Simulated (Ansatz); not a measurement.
# ZrS₂: Zr-91 NMR of the central transition

Cell: a computed structure from the Materials Project (it need not be an observed phase), whose atoms a relaxation with r2SCAN at fixed cell left in place.

```
CELL_PARAMETERS angstrom
3.69138 0.00000 0.00000
-1.84569 3.19683 0.00000
0.00000 0.00000 6.04108
ATOMIC_POSITIONS crystal
Zr 0.00000 0.00000 0.00000
S 0.66667 0.33333 0.76209
S 0.33333 0.66667 0.23791
```

Sites (sets of like atoms) are named by element and the number of their first atom in this list.

Level of theory: DFT, r2SCAN, plane waves and PAW, scalar-relativistic, 500 eV cutoff, Γ-centred 10×10×6 k-points, Fermi–Dirac smearing 0.01 eV (Ansatz 0.2.0).

Zr-91 has I = 5/2 and Q = -176.0 mb (Pyykkö 2018); at 7.05 T its Larmor frequency is ν₀ = 28.0 MHz. Only the quadrupole interaction is simulated: positions count from each site's isotropic chemical shift, and J coupling is left out, as are shift anisotropy and dipolar coupling, which fast spinning averages.

**Question.** Simulate the second-order pattern (fast magic-angle spinning, Gaussian broadening 0.03 kHz) of site Zr (6 S at 2.57 Å).

**Answer.** The calculation gives C_Q = 1.22 MHz and η = 0.00, so ν_Q = 0.183 MHz and the centre of gravity lies at -11.4 ppm (-0.319 kHz).

offset (kHz), height and a bar:
```
  -0.8243          0 
  -0.7918          4 #
  -0.7593          6 ##
  -0.7267          6 ##
  -0.6942          6 ##
  -0.6617          6 ##
  -0.6292          7 ##
  -0.5966          7 ##
  -0.5641          7 ##
  -0.5316         11 ###
  -0.4991         74 ######################
  -0.4665         75 ######################
  -0.4340         53 ################
  -0.4015         47 ##############
  -0.3690         44 #############
  -0.3364         43 #############
  -0.3039         43 #############
  -0.2714         44 #############
  -0.2389         47 ##############
  -0.2063         53 ################
  -0.1738         64 ###################
  -0.1413        100 ##############################
  -0.1088         81 ########################
  -0.0762          3 #
```

An axis of threefold or higher order runs through Zr, so V_zz lies along it and η is zero.

Without spin–orbit coupling (the program notes it for Zr) the gradients are little affected as a rule: paired runs on crystals with a gap mostly move them by under 2 % at such atoms.
